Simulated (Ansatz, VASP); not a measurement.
## Te2Mo in VASP and in Ansatz

```xyz
9
Lattice="3.4939 0.0000 0.0000 -1.7470 3.0258 0.0000 0.0000 0.0000 32.6205" Properties=species:S:1:pos:R:3 pbc="T T T"
Te    1.7470    1.0086    7.5093
Te    1.7470    1.0086   11.1171
Te    0.0000    2.0172   14.5048
Te    0.0000    2.0172   18.1157
Te    1.7470    1.0086   21.5034
Te    1.7470    1.0086   25.1113
Mo    0.0000    2.0172    9.3108
Mo    1.7470    1.0086   16.3103
Mo    0.0000    2.0172   23.3098
```

Alike in both runs: functional PBEsol; k mesh 9 × 9 × 1; occupations gaussian, width 0.05 eV; no spin polarisation.

Ansatz relaxed the structure, and its values are those at the end. VASP's run is a single point on that final structure, the one shown.

|  | VASP | Ansatz |
| --- | --- | --- |
| version | VASP 6.6.1 | Ansatz 0.2.0 |
| potentials or method | VASP PAW PBE potentials, release 64 (Te, Mo_sv) | scalar-relativistic, plane waves, PAW |
| plane-wave cutoff (eV) | 520 | 420 |
| valence electrons in the cell | 78 | 138 |

```csv
,VASP,Ansatz,Ansatz less VASP
gap on the k mesh at the Fermi level (eV),0.93,0.93,+0.006
least direct gap on the mesh (eV),1.13,1.13,+0.001
rms of the force components (eV/Å),0.014,0.000,-0.0133
```

The two sets of potentials don't hold the same shells in valence. Ansatz warned: «xc_potential_rough_in_thin_density».

Caveats: the PAW data sets were made with another functional, which shifts forces and pressure a little (VASP); spin-orbit coupling is left out, which moves the levels of the heavy elements.
